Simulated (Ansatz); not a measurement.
System: SrO (rock salt type), 2 atoms in the cell.

```
Sr O
1.0
     0.00000    2.60000    2.60000
     2.60000    0.00000    2.60000
     2.60000    2.60000    0.00000
Sr O
1 1
Direct
  0.00000 0.00000 0.00000
  0.50000 0.50000 0.50000
```

Code and potentials: Ansatz PAW hard set, 700 eV. Settings: k-mesh 6×6×6 Γ-centred; Fermi–Dirac smearing of 0.02 eV; no spin polarisation.

One run gave:

* Pressure: -2.09 GPa
* Gap on the mesh: 3.81 eV

Task: Which level of theory was it?
A. r²SCAN
B. PBE

Result: A. All runs:

```
 level  pressure (GPa)  gap (eV)
   PBE           -0.24      3.33
r²SCAN           -2.09      3.81
```

The stress includes the program's correction for the finite plane-wave basis.

A gap read on the mesh is an upper bound of this method's gap, since the mesh can miss a band edge. Spin–orbit coupling is left out; with heavy elements it can shift the gap and split levels by tenths of an eV. Potentials made with PBE were used with another functional (at least in: Ansatz PAW hard set, 700 eV (r²SCAN)). Semilocal functionals give gaps that mostly lie well below measured ones.
